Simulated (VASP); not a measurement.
Write the native input for VASP 6.6.1 that does the following.

| Property | Result |
| --- | --- |
| Task | relaxation of cell and atoms |
| Functional | PBE |
| Potentials or basis | VASP PAW PBE potentials, release 64 (C) |
| Cutoff | 600 eV |
| k mesh | 12 × 12 × 4 |
| Occupations | gaussian, width 0.03 eV |
| Spin | no spin polarisation |
| Further INCAR settings | ALGO = Normal; EDIFF = 1e-07; IBRION = 2; EDIFFG = -0.005; NSW = 90; ISIF = 3 |

The structure of C lies in POSCAR:

```
C                                       
1.0
    2.4667893595      0.0000000000      0.0000000000
   -1.2333946798      2.1363022514      0.0000000000
    0.0000000000     -0.0000000000      7.8042261301
  C             
     4
Direct
     0.0000000000000000    0.0000000000000000    0.2500000000000000
     0.0000000000000000    0.0000000000000000    0.7500000000000000
     0.3333333300000021    0.6666666699999979    0.2500000000000000
     0.6666666699999979    0.3333333300000021    0.7500000000000000
```

These files were run (other wordings do the same):

INCAR

```
SYSTEM = C
ALGO = Normal ; EDIFF = 1E-7
EDIFFG = -0.005 ; ENCUT = 600
GGA = PE ; IBRION = 2
ISIF = 3 ; ISMEAR = 0
LASPH = .TRUE. ; LCHARG = .FALSE.
LREAL = .FALSE. ; LWAVE = .FALSE.
NELM = 80 ; NSW = 90
PREC = Accurate ; SIGMA = 0.03
```

KPOINTS

```
k-points
0
G
  12 12 4
  0 0 0
```

Potentials or basis: VASP PAW PBE potentials, release 64 (C).

Run with:

```bash
$ cat potpaw_PBE.64/C/POTCAR > POTCAR
$ mpirun -np 1 vasp_std > vasp.out
```

It gave:

```
Relaxed volume                         : 10.30 Å³/atom
Relaxed cell                           : a = 2.467 Å, b = 2.467 Å, c = 7.819 Å, α = 90.00°, β = 90.00°, γ = 120.00°
Space group after relaxing (to 0.05 Å) : P6_3/mmc (No. 194)
Energy gained by relaxing              : 0.0 meV/atom
Ionic steps                            : 6
Pressure after relaxing                : 0.0 GPa
Band gap on the k mesh                 : none (metal or under the smearing width)
```

Caveat: this functional lacks dispersion, which binds the layers, so the pressure and a relaxed spacing across them are unreliable.

Run time: 74 s on 1 thread of Intel(R) Xeon(R) Platinum 8559C (Emerald Rapids) (shared host), peak memory 0.16 GiB.
